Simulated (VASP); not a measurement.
## Li2Se under changes of volume

One of the cells (18.406 Å³/atom); the others are scaled copies at fixed shape and fractional positions:

```
Se Li
1.0
     0.00000    3.02238    3.02238
     3.02238    0.00000    3.02238
     3.02238    3.02238    0.00000
Se Li
1 2
Cartesian
  0.0000 0.0000 0.0000
  4.5336 4.5336 4.5336
  1.5112 1.5112 1.5112
```

```yaml
Program: VASP 6.6.1
Functional: PBE
Potentials_or_basis: VASP PAW PBE potentials, release 64 (Se, Li_sv)
Cutoff: 520 eV
k_mesh: 8 × 8 × 8
Occupations: fermi-dirac, width 0.05 eV
Spin: no spin polarisation
```

```tsv
volume (Å³/atom)	energy over the lowest point (meV/atom)	gap on the mesh (eV)
16.962	?	?
17.323	3.06	2.94
17.684	0.40	2.96
18.406	0.00	2.99
18.767	1.97	3.00
19.128	5.18	3.01
```

Question: What does the run at 16.962 Å³/atom give?

Answer: Energy over the lowest point 7.58 meV/atom; gap on the mesh 2.92 eV.

Worked out: A Birch-Murnaghan fit of order 3 (a polynomial in V^(-2/3)) to the other rows has its minimum at 18.09 Å³/atom with B0 = V·E''(V) = 34 GPa and B' = 4.0. It gives 7.60 meV/atom at 16.962 Å³/atom, against the run's 7.58. A straight line through the other rows of the gap, of slope 0.704 eV per unit of ln V, extrapolates to 2.93 eV, against the run's 2.92.

Energies are extrapolated to zero smearing.

Caveats: the cutoff is under 1.25 times the usual one of these potentials, so pressure, stress and relaxed cells hold a basis-set (Pulay) error.

A mesh can miss the band edges. Spin-orbit coupling on Se is left out.
